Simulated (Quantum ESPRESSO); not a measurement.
# black phosphorene, 1 layer, stepped through biaxial strain, part 4 of 6

Wanted: a table for black phosphorene, 1 layer against biaxial strain, and what can be fitted to it.

Quantum ESPRESSO 7.5; plane-wave DFT, PBE, GBRV ultrasoft pseudopotentials.

So far. Step 3 (Relaxing the ions, -4 %): The relaxation lowers the energy by 19 meV an atom. Step 6 (Bands along a path, -4 %): Along this path the valence top lies near Γ and the conduction bottom at Γ.

### 7. Relaxation with pw.x, -3 %

m1.relax.in reads:

```
&control
  prefix = 'm1.relax'
  outdir = './out'
  pseudo_dir = './pseudo'
  nstep = 40
  forc_conv_thr = 0.0003
  calculation = 'relax'
  tstress = .true.
/
&system
  ibrav = 0
  nat = 4
  ntyp = 1
  ecutwfc = 50
  ecutrho = 250
  occupations = 'smearing'
  smearing = 'fd'
  degauss = 0.002
/
&electrons
  conv_thr = 1e-09
  mixing_beta = 0.4
  electron_maxstep = 120
  mixing_mode = 'plain'
/
&ions
/
ATOMIC_SPECIES
  P   30.9738  p_pbe_v1.5.uspp.F.UPF
CELL_PARAMETERS angstrom
  4.48200748772000 0.00000000000000 0.00000000000000
  0.00000000000000 3.20239021661000 0.00000000000000
  0.00000000000000 0.00000000000000 17.24000000000000
ATOMIC_POSITIONS crystal
  P   0.088876791900 0.000000000000 0.438878701600
  P   0.411439913500 0.500000000000 0.438883251500
  P   0.588560086500 0.500000000000 0.561116748500
  P   0.911123208100 0.000000000000 0.561121298400
K_POINTS automatic
  8 10 1 0 0 0
```

Started as:

```console
$ OMP_NUM_THREADS=1 mpirun -n 4 pw.x -nk 4 -in m1.relax.in > m1.relax.out
```

What it wrote:

```text
[banner, memory and clock lines left out]
Program PWSCF v.7.5 starts
[...]
Message from routine setup:
[...]
number of electrons       =        20.00
     number of Kohn-Sham states=           14
     kinetic-energy cutoff     =      50.0000  Ry
     charge density cutoff     =     250.0000  Ry
[...]
number of k points=    30  Fermi-Dirac smearing, width (Ry)=  0.0020
[...]
Dense  grid:   111487 G-vectors     FFT dimensions: (  45,  32, 180)
[...]
negative rho (up, down):  7.003E-05 0.000E+00
     Starting wfcs are   16 randomized atomic wfcs
[...]
negative rho (up, down):  8.993E-06 0.000E+00
[...]
estimated scf accuracy    <       0.07142598 Ry
[...]
negative rho (up, down):  5.987E-05 0.000E+00
[...]
estimated scf accuracy    <       0.02054118 Ry
[...]
negative rho (up, down):  7.911E-05 0.000E+00
[...]
estimated scf accuracy    <       0.00075584 Ry
[...]
negative rho (up, down):  9.380E-05 0.000E+00
[...]
estimated scf accuracy    <       0.00016091 Ry
[...]
negative rho (up, down):  1.026E-04 0.000E+00
[...]
estimated scf accuracy    <       0.00001311 Ry
[...]
negative rho (up, down):  1.083E-04 0.000E+00
[...]
estimated scf accuracy    <       0.00000701 Ry
[...]
negative rho (up, down):  1.119E-04 0.000E+00
[...]
estimated scf accuracy    <       0.00000121 Ry
[...]
negative rho (up, down):  1.141E-04 0.000E+00
[...]
estimated scf accuracy    <       0.00000014 Ry
[...]
negative rho (up, down):  1.155E-04 0.000E+00
[...]
estimated scf accuracy    <          4.2E-09 Ry
[...]
negative rho (up, down):  1.176E-04 0.000E+00
[...]
the Fermi energy is    -0.9190 ev
!    total energy              =     -62.05678512 Ry
     estimated scf accuracy    <          2.1E-10 Ry
     smearing contrib. (-TS)   =      -0.00000016 Ry
     internal energy E=F+TS    =     -62.05678496 Ry
[...]
one-electron contribution =    -296.51470163 Ry
     hartree contribution      =     151.96649080 Ry
     xc contribution           =     -23.73261544 Ry
     ewald contribution        =     106.22404131 Ry
     convergence has been achieved in  10 iterations
     negative rho (up, down):  1.176E-04 0.000E+00
[...]
Total force =     0.053634     Total SCF correction =     0.000009
[...]
negative rho (up, down):  1.176E-04 0.000E+00
[...]
negative rho (up, down):  1.203E-04 0.000E+00
[...]
negative rho (up, down):  1.172E-04 0.000E+00
[...]
estimated scf accuracy    <       0.00004917 Ry
[...]
negative rho (up, down):  1.168E-04 0.000E+00
[...]
estimated scf accuracy    <       0.00001409 Ry
[...]
negative rho (up, down):  1.167E-04 0.000E+00
[...]
estimated scf accuracy    <       0.00000077 Ry
[...]
negative rho (up, down):  1.168E-04 0.000E+00
[...]
estimated scf accuracy    <       0.00000012 Ry
[...]
negative rho (up, down):  1.168E-04 0.000E+00
[...]
estimated scf accuracy    <          9.7E-09 Ry
[...]
negative rho (up, down):  1.169E-04 0.000E+00
[...]
estimated scf accuracy    <          4.1E-09 Ry
[...]
negative rho (up, down):  1.170E-04 0.000E+00
[...]
the Fermi energy is    -0.9262 ev
!    total energy              =     -62.05891646 Ry
     estimated scf accuracy    <          2.5E-10 Ry
     smearing contrib. (-TS)   =      -0.00000004 Ry
     internal energy E=F+TS    =     -62.05891642 Ry
[...]
one-electron contribution =    -295.94208298 Ry
     hartree contribution      =     151.70060105 Ry
     xc contribution           =     -23.70753760 Ry
     ewald contribution        =     105.89010311 Ry
     convergence has been achieved in   7 iterations
     negative rho (up, down):  1.170E-04 0.000E+00
[...]
Total force =     0.026659     Total SCF correction =     0.000022
[...]
negative rho (up, down):  1.170E-04 0.000E+00
[...]
negative rho (up, down):  1.200E-04 0.000E+00
[...]
negative rho (up, down):  1.162E-04 0.000E+00
[...]
estimated scf accuracy    <       0.00004833 Ry
[...]
negative rho (up, down):  1.156E-04 0.000E+00
[...]
estimated scf accuracy    <       0.00001450 Ry
[...]
negative rho (up, down):  1.152E-04 0.000E+00
[...]
estimated scf accuracy    <       0.00000068 Ry
[...]
negative rho (up, down):  1.153E-04 0.000E+00
[...]
estimated scf accuracy    <       0.00000019 Ry
[...]
negative rho (up, down):  1.154E-04 0.000E+00
[...]
estimated scf accuracy    <       0.00000004 Ry
[...]
negative rho (up, down):  1.154E-04 0.000E+00
[...]
estimated scf accuracy    <          7.9E-09 Ry
[...]
negative rho (up, down):  1.155E-04 0.000E+00
[...]
estimated scf accuracy    <          4.4E-09 Ry
[...]
negative rho (up, down):  1.155E-04 0.000E+00
[...]
estimated scf accuracy    <          4.6E-10 Ry
[...]
negative rho (up, down):  1.156E-04 0.000E+00
[...]
the Fermi energy is    -0.9395 ev
!    total energy              =     -62.05970199 Ry
     estimated scf accuracy    <          5.0E-11 Ry
     smearing contrib. (-TS)   =      -0.00000002 Ry
     internal energy E=F+TS    =     -62.05970197 Ry
[...]
one-electron contribution =    -295.02566219 Ry
     hartree contribution      =     151.26568502 Ry
     xc contribution           =     -23.67940220 Ry
     ewald contribution        =     105.37967739 Ry
     convergence has been achieved in   9 iterations
     negative rho (up, down):  1.156E-04 0.000E+00
[...]
Total force =     0.006642     Total SCF correction =     0.000015
[...]
negative rho (up, down):  1.156E-04 0.000E+00
[...]
negative rho (up, down):  1.154E-04 0.000E+00
[...]
negative rho (up, down):  1.152E-04 0.000E+00
[...]
estimated scf accuracy    <       0.00000218 Ry
[...]
negative rho (up, down):  1.152E-04 0.000E+00
[...]
estimated scf accuracy    <       0.00000056 Ry
[...]
negative rho (up, down):  1.152E-04 0.000E+00
[...]
estimated scf accuracy    <       0.00000003 Ry
[...]
negative rho (up, down):  1.152E-04 0.000E+00
[...]
estimated scf accuracy    <          3.9E-09 Ry
[...]
negative rho (up, down):  1.152E-04 0.000E+00
[...]
estimated scf accuracy    <          4.6E-10 Ry
[...]
negative rho (up, down):  1.152E-04 0.000E+00
[...]
the Fermi energy is    -0.9458 ev
!    total energy              =     -62.05974588 Ry
     estimated scf accuracy    <          3.1E-11 Ry
     smearing contrib. (-TS)   =      -0.00000002 Ry
     internal energy E=F+TS    =     -62.05974585 Ry
[...]
one-electron contribution =    -294.69739688 Ry
     hartree contribution      =     151.10588329 Ry
     xc contribution           =     -23.67380667 Ry
     ewald contribution        =     105.20557440 Ry
     convergence has been achieved in   6 iterations
     negative rho (up, down):  1.152E-04 0.000E+00
[...]
Total force =     0.004361     Total SCF correction =     0.000007
[...]
negative rho (up, down):  1.152E-04 0.000E+00
[...]
negative rho (up, down):  1.149E-04 0.000E+00
[...]
negative rho (up, down):  1.147E-04 0.000E+00
[...]
estimated scf accuracy    <       0.00000320 Ry
[...]
negative rho (up, down):  1.148E-04 0.000E+00
[...]
estimated scf accuracy    <       0.00000071 Ry
[...]
negative rho (up, down):  1.149E-04 0.000E+00
[...]
estimated scf accuracy    <       0.00000007 Ry
[...]
negative rho (up, down):  1.149E-04 0.000E+00
[...]
estimated scf accuracy    <          6.5E-09 Ry
[...]
negative rho (up, down):  1.149E-04 0.000E+00
[...]
estimated scf accuracy    <          7.7E-10 Ry
[...]
negative rho (up, down):  1.150E-04 0.000E+00
[...]
estimated scf accuracy    <          8.4E-11 Ry
[...]
negative rho (up, down):  1.150E-04 0.000E+00
[...]
estimated scf accuracy    <          2.4E-11 Ry
[...]
negative rho (up, down):  1.150E-04 0.000E+00
[...]
the Fermi energy is    -0.9540 ev
!    total energy              =     -62.05977106 Ry
     estimated scf accuracy    <          1.3E-12 Ry
     smearing contrib. (-TS)   =      -0.00000004 Ry
     internal energy E=F+TS    =     -62.05977102 Ry
[...]
one-electron contribution =    -294.31517444 Ry
     hartree contribution      =     150.91821127 Ry
     xc contribution           =     -23.66897641 Ry
     ewald contribution        =     105.00616856 Ry
     convergence has been achieved in   8 iterations
     negative rho (up, down):  1.150E-04 0.000E+00
[...]
Total force =     0.001336     Total SCF correction =     0.000002
[...]
negative rho (up, down):  1.150E-04 0.000E+00
[...]
negative rho (up, down):  1.148E-04 0.000E+00
[...]
negative rho (up, down):  1.149E-04 0.000E+00
[...]
estimated scf accuracy    <       0.00000016 Ry
[...]
negative rho (up, down):  1.149E-04 0.000E+00
[...]
estimated scf accuracy    <       0.00000003 Ry
[...]
negative rho (up, down):  1.150E-04 0.000E+00
[...]
estimated scf accuracy    <          5.3E-09 Ry
[...]
negative rho (up, down):  1.150E-04 0.000E+00
[...]
estimated scf accuracy    <          4.4E-10 Ry
[...]
negative rho (up, down):  1.150E-04 0.000E+00
[...]
estimated scf accuracy    <          4.9E-11 Ry
[...]
negative rho (up, down):  1.150E-04 0.000E+00
[...]
the Fermi energy is    -0.9554 ev
!    total energy              =     -62.05977284 Ry
     estimated scf accuracy    <          7.8E-12 Ry
     smearing contrib. (-TS)   =      -0.00000004 Ry
     internal energy E=F+TS    =     -62.05977280 Ry
[...]
one-electron contribution =    -294.25916020 Ry
     hartree contribution      =     150.89018586 Ry
     xc contribution           =     -23.66882234 Ry
     ewald contribution        =     104.97802388 Ry
     convergence has been achieved in   6 iterations
     negative rho (up, down):  1.150E-04 0.000E+00
[...]
Total force =     0.000289     Total SCF correction =     0.000003
[...]
negative rho (up, down):  1.150E-04 0.000E+00
[...]
```

It took 2.6 min on 4 MPI ranks of Intel Xeon at 2.70GHz, shared host; peak memory 0.84 GiB.

Relaxation path:

```
step  energy less that of the first step (eV)  largest force (eV/Å)
   1                                   0.0000                0.6935
   2                                  -0.0290                0.3460
   3                                  -0.0397                0.0855
   4                                  -0.0403                0.0569
   5                                  -0.0406                0.0185
   6                                  -0.0406                0.0048
```

The atoms that moved most (Å):

```
atom      dx     dy      dz  length
  P1  -0.029  0.000  -0.013   0.032
  P4   0.029  0.000   0.013   0.032
  P2   0.028  0.000  -0.013   0.031
  P3  -0.028  0.000   0.013   0.031
```

The relaxation lowers the energy by 10 meV an atom.

Numbers from this step:

* free energy: -844.3662 eV
* Fermi energy: -0.9554 eV

### 8. SCF with pw.x, -3 %

m1.scf.in reads:

```
&control
  prefix = 'm1.scf'
  outdir = './out'
  pseudo_dir = './pseudo'
  calculation = 'scf'
  tprnfor = .true.
/
&system
  ibrav = 0
  nat = 4
  ntyp = 1
  ecutwfc = 40
  ecutrho = 200
  occupations = 'smearing'
  smearing = 'fd'
  degauss = 0.002
  nbnd = 14
/
&electrons
  conv_thr = 1e-09
  mixing_beta = 0.4
  electron_maxstep = 120
  mixing_mode = 'plain'
/
ATOMIC_SPECIES
  P   30.9738  p_pbe_v1.5.uspp.F.UPF
CELL_PARAMETERS angstrom
  4.48200748772000 0.00000000000000 0.00000000000000
  0.00000000000000 3.20239021661000 0.00000000000000
  0.00000000000000 0.00000000000000 17.24000000000000
ATOMIC_POSITIONS crystal
  P   0.082468734700 0.000000000000 0.438115457600
  P   0.417631731500 0.500000000000 0.438116692700
  P   0.582368268500 0.500000000000 0.561883307300
  P   0.917531265300 0.000000000000 0.561884542400
K_POINTS automatic
  8 10 1 0 0 0
```

Started as:

```console
$ OMP_NUM_THREADS=1 mpirun -n 4 pw.x -nk 4 -in m1.scf.in > m1.scf.out
```

What it wrote:

```text
[banner, memory and clock lines left out]
Program PWSCF v.7.5 starts
[...]
Message from routine setup:
[...]
number of electrons       =        20.00
     number of Kohn-Sham states=           14
     kinetic-energy cutoff     =      40.0000  Ry
     charge density cutoff     =     200.0000  Ry
[...]
number of k points=    30  Fermi-Dirac smearing, width (Ry)=  0.0020
[...]
Dense  grid:    79703 G-vectors     FFT dimensions: (  40,  27, 150)
[...]
negative rho (up, down):  9.688E-05 0.000E+00
     Starting wfcs are   16 randomized atomic wfcs
[...]
negative rho (up, down):  1.599E-04 0.000E+00
[...]
estimated scf accuracy    <       0.06739937 Ry
[...]
negative rho (up, down):  2.271E-04 0.000E+00
[...]
estimated scf accuracy    <       0.01947229 Ry
[...]
negative rho (up, down):  2.440E-04 0.000E+00
[...]
estimated scf accuracy    <       0.00070909 Ry
[...]
negative rho (up, down):  2.552E-04 0.000E+00
[...]
estimated scf accuracy    <       0.00012626 Ry
[...]
negative rho (up, down):  2.608E-04 0.000E+00
[...]
estimated scf accuracy    <       0.00001459 Ry
[...]
negative rho (up, down):  2.650E-04 0.000E+00
[...]
estimated scf accuracy    <       0.00000640 Ry
[...]
negative rho (up, down):  2.677E-04 0.000E+00
[...]
estimated scf accuracy    <       0.00000088 Ry
[...]
negative rho (up, down):  2.694E-04 0.000E+00
[...]
estimated scf accuracy    <       0.00000013 Ry
[...]
negative rho (up, down):  2.705E-04 0.000E+00
[...]
estimated scf accuracy    <          3.8E-09 Ry
[...]
negative rho (up, down):  2.722E-04 0.000E+00
[...]
the Fermi energy is    -0.9555 ev
!    total energy              =     -62.05967921 Ry
     estimated scf accuracy    <          6.1E-10 Ry
     smearing contrib. (-TS)   =      -0.00000004 Ry
     internal energy E=F+TS    =     -62.05967917 Ry
[...]
one-electron contribution =    -294.25882500 Ry
     hartree contribution      =     150.89004255 Ry
     xc contribution           =     -23.66892058 Ry
     ewald contribution        =     104.97802386 Ry
     convergence has been achieved in  10 iterations
     negative rho (up, down):  2.722E-04 0.000E+00
[...]
Total force =     0.000261     Total SCF correction =     0.000055
[...]
```

Wall time 23 s (4 MPI ranks); peak memory 0.48 GiB.

Numbers from this step:

* free energy: -844.3650 eV
* Fermi energy: -0.9555 eV
* valence top, on the run's zero: -1.264 eV
* conduction bottom, on the run's zero: -0.6758 eV
* gap by band count: 0.5887 eV

(Continued in part 5 of 6.)

[Logs are printed without paths, hosts, clocks, repeated set-up lines and the standing remarks that a program may print on its own settings, such as how far it seeks lower states.]

[Hosts, paths, dates, database ids (printed as entryN), source tags and the programs' standing remarks are cut or masked in the printed files.]

[Maps of the electrostatic potential energy from Ansatz leave out the sawtooth potential of an applied field or a dipole correction, so their vacuum need not be flat; planar profiles and work functions include it.]
